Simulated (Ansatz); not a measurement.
**C3H10N+: structure from calculated spectroscopic constants**

These gas-phase data were calculated for one isomer of C3H10N+ at BLYP-D3(BJ)/def2-SVP (harmonic, unscaled wavenumbers; equilibrium rotational constants with average atomic masses):

* rotational constants: 23.13, 3.639, 3.411 GHz
* all wavenumbers above 1500 cm⁻¹: 3343, 3300, 3115, 3112, 3073, 3063, 3044, 3010, 3003, 2967, 1588

Candidates:

(1) `CC[NH2+]C`, a singlet
(2) `CCC[NH3+]`, a singlet
(3) `CC(C)[NH3+]`, a singlet

Assign the data to one candidate and say why.

Candidate (1). 2 modes lie between 3250 and 3800 cm⁻¹, one for each N–H bond, while (2) has 3, (3) has 3.

The same quantities for all candidates:

```tsv
	rotational constants (GHz)	wavenumbers above 1500 cm⁻¹	E above the lowest, BLYP-D3(BJ)/def2-SVP (kcal/mol)
(1)	23.13, 3.639, 3.411	3343, 3300, 3115, 3112, 3073, 3063, 3044, 3010, 3003, 2967, 1588	3.7
(2)	22.99, 3.477, 3.265	3368, 3360, 3284, 3073, 3068, 3050, 3009, 2989, 2973, 2945, 1585, 1576	4.2
(3)	7.532, 7.519, 4.351	3375, 3364, 3282, 3068, 3064, 3048, 3044, 3009, 2967, 2964, 1578, 1575	0.0
```

Each candidate is one conformer. Programs: Ansatz 0.2.0.
